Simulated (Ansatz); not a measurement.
AlFe3:

```
Fe Al
1.0
     0.00000    2.88714    2.88714
     2.88714    0.00000    2.88714
     2.88714    2.88714    0.00000
Fe Al
3 1
Direct
  0.75000 0.75000 0.75000
  0.25000 0.25000 0.25000
  0.50000 0.50000 0.50000
  0.00000 0.00000 0.00000
```

The cell comes from a database or a generator and needn't be the stable form of this composition.

- Program: Ansatz 0.2.0
- Task: single point
- Functional: PBEsol
- Potentials or basis: all-electron LAPW, scalar-relativistic
- Cutoff: 302 eV (chosen from the basis error)
- Basis error allowed: 0.001 eV/atom
- k mesh: 8 × 8 × 8
- Occupations: fermi-dirac, width 0.05 eV
- Spin: collinear spin, ferromagnetic start
- Starting moments: [3.0, 3.0, 3.0, 0.0] μB

On this cell: pressure -9.9 GPa; largest force zero by symmetry; net moment 6.04 μB per cell; site moments Fe +1.95, +2.43; Al -0.11 μB; band gap on the k mesh none (metal or under the smearing width).

The same run follows on a disturbed copy (atoms moved at random, drawn with an rms of 0.05 Å):

```
Fe Al
1.0
     0.00000    2.88714    2.88714
     2.88714    0.00000    2.88714
     2.88714    2.88714    0.00000
Fe Al
3 1
Direct
  0.74358 0.74945 0.76006
  0.23735 0.25041 0.26005
  0.49338 0.51108 0.49866
  0.00962 0.98877 0.01734
```

**Question.** What does the disturbed cell give?

**Answer.** The energy (extrapolated to zero smearing) moves by +9.7 meV/atom; pressure -9.5 GPa; largest force 0.737 eV/Å; net moment 6.04 μB per cell; site moments Fe +1.95, +2.42; Al -0.10 μB; band gap on the k mesh none (metal or under the smearing width).

Forces in eV/Å, atoms in the order of the input:
```
Fe  -0.063  0.179  0.181
Fe  -0.017  0.294  0.263
Fe  -0.001  0.239 -0.269
Al   0.081 -0.712 -0.175
```

Stress tensor (GPa, compression positive):
```
-9.54  0.01  0.07
 0.01 -9.50  0.01
 0.07  0.01 -9.59
```
